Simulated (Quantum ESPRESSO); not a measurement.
Here is a Quantum ESPRESSO 7.5 calculation.

File scf.in:

```
&CONTROL
  calculation = 'scf'
  prefix = 'pwscf'
  outdir = './tmp'
  pseudo_dir = './pseudo'
/
&SYSTEM
  ibrav = 0
  nat = 2
  ntyp = 2
  ecutwfc = 82
  nbnd = 20
  occupations = 'smearing'
  smearing = 'fd'
  degauss = 0.00367493
  force_symmorphic = .true.
/
&ELECTRONS
  conv_thr = 4d-10
  electron_maxstep = 120
  mixing_beta = 0.5
/
ATOMIC_SPECIES
In   114.8180 In.upf
P     30.9738 P.upf
CELL_PARAMETERS angstrom
   0.0000000000    2.9305000000    2.9305000000
   2.9305000000    0.0000000000    2.9305000000
   2.9305000000    2.9305000000    0.0000000000
ATOMIC_POSITIONS crystal
In     0.0000000000    0.0000000000    0.0000000000
P      0.7500000000    0.7500000000    0.7500000000
K_POINTS automatic
8 8 8 0 0 0
```

nscf.in

```
&CONTROL
  calculation = 'nscf'
  prefix = 'pwscf'
  outdir = './tmp'
  pseudo_dir = './pseudo'
/
&SYSTEM
  ibrav = 0
  nat = 2
  ntyp = 2
  ecutwfc = 82
  nbnd = 113
  occupations = 'fixed'
  force_symmorphic = .true.
/
&ELECTRONS
  conv_thr = 1d-08
  diago_full_acc = .true.
  diago_thr_init = 1d-06
/
ATOMIC_SPECIES
In   114.8180 In.upf
P     30.9738 P.upf
CELL_PARAMETERS angstrom
   0.0000000000    2.9305000000    2.9305000000
   2.9305000000    0.0000000000    2.9305000000
   2.9305000000    2.9305000000    0.0000000000
ATOMIC_POSITIONS crystal
In     0.0000000000    0.0000000000    0.0000000000
P      0.7500000000    0.7500000000    0.7500000000
K_POINTS automatic
6 6 6 0 0 0
```

Potentials or basis: PseudoDojo 0.4 SR PBEsol stringent.

Command:

```console
$ OMP_NUM_THREADS=1 pw.x -in scf.in > scf.out
$ OMP_NUM_THREADS=1 pw.x -in nscf.in > nscf.out
```

Question: Estimate the band gap on the k mesh, mean-field level.

Answer: 0.61 eV, direct.

Caveat: spin-orbit coupling is left out, which moves the levels of the heavy elements.

**The experiment to reproduce.**

A printed reference work, data compilation reports, for a bulk crystal of InP at 1.6 K: band gap 1.4236 eV (direct).

Measured gap of InP: 1.4236 eV (direct; 1.6 K; a printed reference work, data compilation). This calculation gives 0.61 eV (-0.81 eV). Spin-orbit coupling on In is left out. The value is that of PBEsol, without temperature or zero-point motion. Semilocal functionals fall short of measured gaps as a rule.
